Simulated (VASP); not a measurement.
# Hf in VASP: convergence with vacuum

Aim: find how far vacuum must go before the results for Hf settle, at PBE. This setting moves, with any that are tied to it; all else stays.

All numbers are computed with VASP 6.6.1; they aren't measurements. Logs are shortened: lines on timing, memory, paths and dates and some standing lists are left out, and cuts for length are marked.

## Step 1: The structure

The cell holds a slab with vacuum, 5 atoms: a = 3.140 Å, b = 3.140 Å, c = 12.880 Å, α = 90.00°, β = 90.00°, γ = 90.00°.

The slab is cut from a database's or a generator's crystal, which needn't be the stable form of the element.

## Step 2: With vacuum 4

Input file INCAR:

```
SYSTEM = Hf
ALGO     = Normal         ! electronic algorithm
DIPOL    = 0.5 0.5 0.500
EDIFF    = 1E-7           ! SCF threshold, eV
ENCUT    = 520            ! plane-wave cutoff, eV
GGA      = PE             ! functional
IDIPOL   = 3            
ISIF     = 2              ! what is computed and relaxed
ISMEAR   = 0              ! smearing method
LASPH    = .True.         ! aspherical terms in the spheres
LCHARG   = .False.        ! write CHGCAR
LDIPOL   = .True.       
LREAL    = .False.        ! projectors in reciprocal space
LWAVE    = .False.        ! write WAVECAR
NBANDS   = 33             ! bands
NELM     = 80             ! most SCF steps
PREC     = Accurate       ! precision mode
SIGMA    = 0.02           ! smearing width, eV
```

Input file KPOINTS:

```
k-points
0
Gamma
  9 9 1
  0 0 0
```

Input file POSCAR:

```
Hf
1.0
    3.1395541085      0.0000000000      0.0000000000
    0.0000000000      3.1395541085      0.0000000000
    0.0000000000      0.0000000000     12.8800000000
Hf
5
Direct
    0.5000000000      0.5000000000      0.1552795031
    0.0000000000      0.0000000000      0.3276397516
    0.5000000000      0.5000000000      0.5000000000
    0.0000000000      0.0000000000      0.6723602484
    0.5000000000      0.5000000000      0.8447204969
```

Potentials or basis: VASP PAW PBE potentials, release 64 (Hf_pv).

Run with:

```sh
cat potpaw_PBE.64/Hf_pv/POTCAR > POTCAR
mpirun -np 1 vasp_std > vasp.out
```

OUTCAR:

```text
SYSTEM = Hf
   EDIFF = 1E-7
   ENCUT = 520
   GGA = PE
   ISIF = 2
   ISMEAR = 0
   LASPH = .True.
   LREAL = .False.
   NELM = 80
   PREC = Accurate

 Found     15 irreducible k-points:

 Following reciprocal coordinates:
            Coordinates               Weight
  0.000000  0.000000  0.000000      1.000000
  0.111111  0.000000  0.000000      4.000000
  0.222222  0.000000  0.000000      4.000000
  0.333333  0.000000  0.000000      4.000000
  0.444444  0.000000  0.000000      4.000000
  0.111111  0.111111  0.000000      4.000000
   k-points           NKPTS =     15   k-points in BZ     NKDIM =     15   number of bands    NBANDS=     33
   number of dos      NEDOS =    301   number of ions     NIONS =      5
   total plane-waves  NPLWV =  55296
   dimension x,y,z NGX =    24 NGY =   24 NGZ =   96
   dimension x,y,z NGXF=    48 NGYF=   48 NGZF=  192
   ions per type =               5
   NGX,Y,Z   is equivalent  to a cutoff of  12.71, 12.71, 12.39 a.u.
   NGXF,Y,Z  is equivalent  to a cutoff of  25.42, 25.42, 24.78 a.u.
 SYSTEM =  Hf
   PREC   = accura    normal or accurate (medium, high low for compatibility)
   ISTART =      0    job   : 0-new  1-cont  2-samecut
   ICHARG =      2    charge: 1-file 2-atom 10-const
   ISPIN  =      1    spin polarized calculation?
   LNONCOLLINEAR =      F non collinear calculations
   LSORBIT =      F    spin-orbit coupling
   LASPH  =      T    aspherical Exc in radial PAW
   ENCUT  =  520.0 eV  38.22 Ry    6.18 a.u.   5.84  5.84 23.95*2*pi/ulx,y,z
   NELM   =     80;   NELMIN=  2; NELMDL= -5     # of ELM steps
   EDIFF  = 0.1E-06   stopping-criterion for ELM
   LREAL  =      F    real-space projection
   EDIFFG = 0.1E-05   stopping-criterion for IOM
   NSW    =      0    number of steps for IOM
   IBRION =     -1    ionic relax: 0-MD 1-quasi-New 2-CG
   NFREE  =      0    steps in history (QN), initial steepest desc. (CG)
   ISIF   =      2    stress and relaxation
   ISYM   =      2    0-nonsym 1-usesym 2-fastsym
   POTIM  = 0.5000    time-step for ionic-motion
   TEBEG  =    0.0;   TEEND  =   0.0 temperature during run
   PSTRESS=    0.0 pullay stress
   NELECT =      50.0000    total number of electrons
   NUPDOWN=      -1.0000    fix difference up-down
   EMIN   =  10.00;   EMAX   =-10.00  energy-range for DOS
   EFERMI =   0.00;   METHOD = LEGACY
   ISMEAR =     0;   SIGMA  =   0.02  broadening in eV -4-tet -1-fermi 0-gaus
   EFERMI_NEDOS =   21; number of points for ismear=-14 and -15
   IALGO  =     38    algorithm
   IMIX   =      4    mixing-type and parameters
     AMIX     =   0.40;   BMIX     =  1.00
     AMIX_MAG =   1.60;   BMIX_MAG =  1.00
  volume/ion in A,a.u.               =      25.39       171.35
  Fermi-wavevector in a.u.,A,eV,Ry     =   1.199999  2.267669 19.592358  1.439998
  Thomas-Fermi vector in A             =   2.335847
   LORBIT       =      0    0 simple, 1 ext, 2 COOP (PROOUT), +10 PAW based schemes
   GGA     = PE    functional components
   LHFCALC =     F    Hartree Fock is set to
   AEXX    =    0.0000 exact exchange contribution
   IVDW    =     0    specifies the selected vdW correction
   LEPSILON=     F    determine dielectric tensor
   LRPA    =     F    only Hartree local field effects (RPA)
 non-spin polarized calculation
 Gauss-broadening in eV      SIGMA  =   0.02
  energy-cutoff  :      520.00
  volume of cell :      126.96
 maximum number of plane-waves:      3452
 NGX is ok and might be reduce to    24
   NGX = 11   NGY = 11   NGZ = 47

 number of electron      49.9999995 magnetization

 dipolmoment           0.000000      0.000000      0.000000 electrons x Angstroem

 Free energy of the ion-electron system (eV)
  ---------------------------------------------------
  ext. energy  EPLUGINS =         0.00000000
  ---------------------------------------------------
  free energy    TOTEN  =       -48.02461830 eV

  energy without entropy =      -48.02283974  energy(sigma->0) =      -48.02372902

 E-fermi :   3.9027     XC(G=0): -10.5675

 val. band max:        3.9023369963   @ k =   0.4444   0.1111   0.0000
 cond. band min:       3.9208434823   @ k =   0.4444   0.0000   0.0000
 fundamental gap:      0.0185064860
 Fermi energy:         3.9027124663

 k-point     1 :       0.0000    0.0000    0.0000
  band No.  band energies     occupation
      1     -27.2039      2.00000
      2     -27.1944      2.00000
      3     -26.8018      2.00000
      4     -26.8018      2.00000
      5     -26.8005      2.00000
      6     -26.8005      2.00000
[... 25 lines left out ...]
     32       6.0204      0.00000
     33       6.4908      0.00000

 k-point     2 :       0.1111    0.0000    0.0000
  band No.  band energies     occupation
      1     -27.1973      2.00000
      2     -27.1849      2.00000
      3     -26.8680      2.00000
      4     -26.8628      2.00000
      5     -26.7960      2.00000
      6     -26.7948      2.00000
[... 25 lines left out ...]
     32       5.9992      0.00000
     33       6.1533      0.00000

 k-point     3 :       0.2222    0.0000    0.0000
  band No.  band energies     occupation
      1     -27.1829      2.00000
      2     -27.1656      2.00000
      3     -27.0121      2.00000
      4     -27.0083      2.00000
      5     -26.7813      2.00000
      6     -26.7802      2.00000
[... 25 lines left out ...]
     32       5.8257      0.00000
     33       5.8583      0.00000

 k-point     4 :       0.3333    0.0000    0.0000
  band No.  band energies     occupation
      1     -27.1815      2.00000
      2     -27.1707      2.00000
      3     -27.1553      2.00000
      4     -27.1501      2.00000
      5     -26.7645      2.00000
      6     -26.7636      2.00000
[... 25 lines left out ...]
     32       5.5600      0.00000
     33       5.5918      0.00000

 k-point     5 :       0.4444    0.0000    0.0000
  band No.  band energies     occupation
      1     -27.2661      2.00000
      2     -27.2609      2.00000
      3     -27.1674      2.00000
      4     -27.1638      2.00000
      5     -26.7747      2.00000
      6     -26.7535      2.00000
[... 25 lines left out ...]
     32       5.3179      0.00000
     33       5.3294      0.00000

 k-point     6 :       0.1111    0.1111    0.0000
  band No.  band energies     occupation
      1     -27.1901      2.00000
      2     -27.1760      2.00000
      3     -26.8693      2.00000
      4     -26.8621      2.00000
      5     -26.8511      2.00000
      6     -26.8497      2.00000
[... 25 lines left out ...]
     32       6.0075      0.00000
     33       6.0083      0.00000

 [... further k-points ...]

------------------------ aborting loop because EDIFF is reached ----------------------------------------

 vacuum level on the upper side and lower side of the slab       (xc-potential included)        -6.320        -6.320

  FORCE on cell =-STRESS in cart. coord.  units (eV):
  Direction    XX          YY          ZZ          XY          YZ          ZX
  --------------------------------------------------------------------------------------
  -------------------------------------------------------------------------------------
  Total       -1.1643451     -1.1643451     -3.6978637      0.0000000     -0.0000000     -0.0000000
  in kB      -14.6940156    -14.6940156    -46.6669776      0.0000000     -0.0000000     -0.0000000
  external PRESSURE =     -25.3516696 kB  Pullay stress =       0.0000000 kB

 VOLUME and BASIS-vectors are now :
 -----------------------------------------------------------------------------
  energy-cutoff  :      520.00
  volume of cell :      126.96
      direct lattice vectors                 reciprocal lattice vectors
     3.139554109  0.000000000  0.000000000     0.318516568  0.000000000  0.000000000
     0.000000000  3.139554109  0.000000000     0.000000000  0.318516568  0.000000000
     0.000000000  0.000000000 12.880000000     0.000000000  0.000000000  0.077639752

 POSITION                                       TOTAL-FORCE (eV/Angst)
 -----------------------------------------------------------------------------------
      1.56978      1.56978      2.00000         0.000000     -0.000000      0.008045
      0.00000      0.00000      4.22000         0.000000      0.000000     -0.745126
      1.56978      1.56978      6.44000         0.000000      0.000000      0.000000
      0.00000      0.00000      8.66000         0.000000     -0.000000      0.745126
      1.56978      1.56978     10.88000         0.000000      0.000000     -0.008045
 -----------------------------------------------------------------------------------
    total drift:                                0.000000     -0.000000     -0.000000

  FREE ENERGIE OF THE ION-ELECTRON SYSTEM (eV)
  ---------------------------------------------------
  free  energy   TOTEN  =       -48.0246182950 eV

  energy  without entropy=      -48.0228397413  energy(sigma->0) =      -48.02372902

 vacuum level on the upper side and lower side of the slab         0.755         0.755
```

It took 72 s on 1 thread of Intel Xeon Platinum 8375C at 2.90GHz (Ice Lake), shared host; peak memory 0.24 GiB.

What came out:

```
Free energy            : -48.0246 eV
Largest force          : 0.745 eV/Å
Band gap on the k mesh : none (metal or under the smearing width)
```

## Step 3: With vacuum 6

INCAR is that of step 2.

KPOINTS is that of step 2.

Input file POSCAR:

```
Hf
1.0
    3.1395541085      0.0000000000      0.0000000000
    0.0000000000      3.1395541085      0.0000000000
    0.0000000000      0.0000000000     14.8800000000
Hf
5
Direct
    0.5000000000      0.5000000000      0.2016129032
    0.0000000000      0.0000000000      0.3508064516
    0.5000000000      0.5000000000      0.5000000000
    0.0000000000      0.0000000000      0.6491935484
    0.5000000000      0.5000000000      0.7983870968
```

Potentials or basis: VASP PAW PBE potentials, release 64 (Hf_pv).

Run with:

```sh
cat potpaw_PBE.64/Hf_pv/POTCAR > POTCAR
mpirun -np 1 vasp_std > vasp.out
```

Wall time 2.4 min (1 thread of Intel Xeon Platinum 8375C at 2.90GHz (Ice Lake), shared host); peak memory 0.25 GiB.

Results:

| Item | Value |
| --- | --- |
| Free energy | -47.3007 eV |
| Largest force | 0.911 eV/Å |
| Band gap on the k mesh | none (metal or under the smearing width) |

## Step 4: With vacuum 8

INCAR is that of step 3.

KPOINTS is that of step 3.

Input file POSCAR:

```
Hf
1.0
    3.1395541085      0.0000000000      0.0000000000
    0.0000000000      3.1395541085      0.0000000000
    0.0000000000      0.0000000000     16.8800000000
Hf
5
Direct
    0.5000000000      0.5000000000      0.2369668246
    0.0000000000      0.0000000000      0.3684834123
    0.5000000000      0.5000000000      0.5000000000
    0.0000000000      0.0000000000      0.6315165877
    0.5000000000      0.5000000000      0.7630331754
```

Run with:

```sh
cat potpaw_PBE.64/Hf_pv/POTCAR > POTCAR
mpirun -np 1 vasp_std > vasp.out
```

Wall time 2 min (1 thread of Intel Xeon Platinum 8375C at 2.90GHz (Ice Lake), shared host); peak memory 0.27 GiB.

Results:

```
Free energy            : -47.1739 eV
Largest force          : 1.006 eV/Å
Band gap on the k mesh : none (metal or under the smearing width)
```

## Step 5: With vacuum 10

INCAR is that of step 4.

KPOINTS is that of step 4.

Input file POSCAR:

```
Hf
1.0
    3.1395541085      0.0000000000      0.0000000000
    0.0000000000      3.1395541085      0.0000000000
    0.0000000000      0.0000000000     18.8800000000
Hf
5
Direct
    0.5000000000      0.5000000000      0.2648305085
    0.0000000000      0.0000000000      0.3824152542
    0.5000000000      0.5000000000      0.5000000000
    0.0000000000      0.0000000000      0.6175847458
    0.5000000000      0.5000000000      0.7351694915
```

Run with:

```sh
cat potpaw_PBE.64/Hf_pv/POTCAR > POTCAR
mpirun -np 1 vasp_std > vasp.out
```

Run time: 2.2 min. Hardware: 1 thread of Intel Xeon Platinum 8375C at 2.90GHz (Ice Lake), shared host; peak memory 0.29 GiB.

Results:

```yaml
Free_energy: -47.1836 eV
Largest_force: 1.028 eV/Å
Band_gap_on_the_k_mesh: none (metal or under the smearing width)
```

## Step 6: With vacuum 12

INCAR is that of step 5.

KPOINTS is that of step 5.

Input file POSCAR:

```
Hf
1.0
    3.1395541085      0.0000000000      0.0000000000
    0.0000000000      3.1395541085      0.0000000000
    0.0000000000      0.0000000000     20.8800000000
Hf
5
Direct
    0.5000000000      0.5000000000      0.2873563218
    0.0000000000      0.0000000000      0.3936781609
    0.5000000000      0.5000000000      0.5000000000
    0.0000000000      0.0000000000      0.6063218391
    0.5000000000      0.5000000000      0.7126436782
```

Potentials or basis: VASP PAW PBE potentials, release 64 (Hf_pv).

Run with:

```sh
cat potpaw_PBE.64/Hf_pv/POTCAR > POTCAR
mpirun -np 1 vasp_std > vasp.out
```

Wall time 2.5 min (1 thread of Intel Xeon Platinum 8375C at 2.90GHz (Ice Lake), shared host); peak memory 0.32 GiB.

Results:

| Quantity | Value |
| --- | --- |
| Free energy | -47.1857 eV |
| Largest force | 1.027 eV/Å |
| Band gap on the k mesh | none (metal or under the smearing width) |

## Step 7: With vacuum 15

INCAR is that of step 6.

KPOINTS is that of step 6.

Input file POSCAR:

```
Hf
1.0
    3.1395541085      0.0000000000      0.0000000000
    0.0000000000      3.1395541085      0.0000000000
    0.0000000000      0.0000000000     23.8800000000
Hf
5
Direct
    0.5000000000      0.5000000000      0.3140703518
    0.0000000000      0.0000000000      0.4070351759
    0.5000000000      0.5000000000      0.5000000000
    0.0000000000      0.0000000000      0.5929648241
    0.5000000000      0.5000000000      0.6859296482
```

Run with:

```sh
cat potpaw_PBE.64/Hf_pv/POTCAR > POTCAR
mpirun -np 1 vasp_std > vasp.out
```

Wall time 3.5 min (1 thread of Intel Xeon Platinum 8375C at 2.90GHz (Ice Lake), shared host); peak memory 0.34 GiB.

Results:

| Property | Result |
| --- | --- |
| Free energy | -47.1860 eV |
| Largest force | 1.027 eV/Å |
| Band gap on the k mesh | none (metal or under the smearing width) |

## Step 8: With vacuum 20

INCAR is that of step 7.

KPOINTS is that of step 7.

Input file POSCAR:

```
Hf
1.0
    3.1395541085      0.0000000000      0.0000000000
    0.0000000000      3.1395541085      0.0000000000
    0.0000000000      0.0000000000     28.8800000000
Hf
5
Direct
    0.5000000000      0.5000000000      0.3462603878
    0.0000000000      0.0000000000      0.4231301939
    0.5000000000      0.5000000000      0.5000000000
    0.0000000000      0.0000000000      0.5768698061
    0.5000000000      0.5000000000      0.6537396122
```

Run with:

```sh
cat potpaw_PBE.64/Hf_pv/POTCAR > POTCAR
mpirun -np 1 vasp_std > vasp.out
```

Run time: 5.8 min. Hardware: 1 thread of Intel Xeon Platinum 8375C at 2.90GHz (Ice Lake), shared host; peak memory 0.39 GiB.

It converged, with:

```
Free energy            : -47.1860 eV
Largest force          : 1.027 eV/Å
Band gap on the k mesh : none (metal or under the smearing width)
```

## Step 9: Result

```
vacuum  energy less the tightest run, at zero smearing (meV/atom)  largest force (eV/Å)  SCF cycles  CPU time (s)  peak memory (GiB)
     4                                                    -167.90                 0.745          25            70               0.24
     6                                                     -23.02                 0.911          34           140               0.25
     8                                                       2.53                 1.006          32           120               0.27
    10                                                       0.46                 1.028          31           130               0.29
    12                                                       0.06                 1.027          33           150               0.32
    15                                                       0.00                 1.027          39           210               0.34
    20                                                       0.00                 1.027          42           350               0.39
```

Against the tightest run, the energy stays within 1 meV/atom from 10 on; the largest force stays within 0.005 eV/Å from 10 on. The tightest run that finished is the yardstick and may itself not be fully converged.
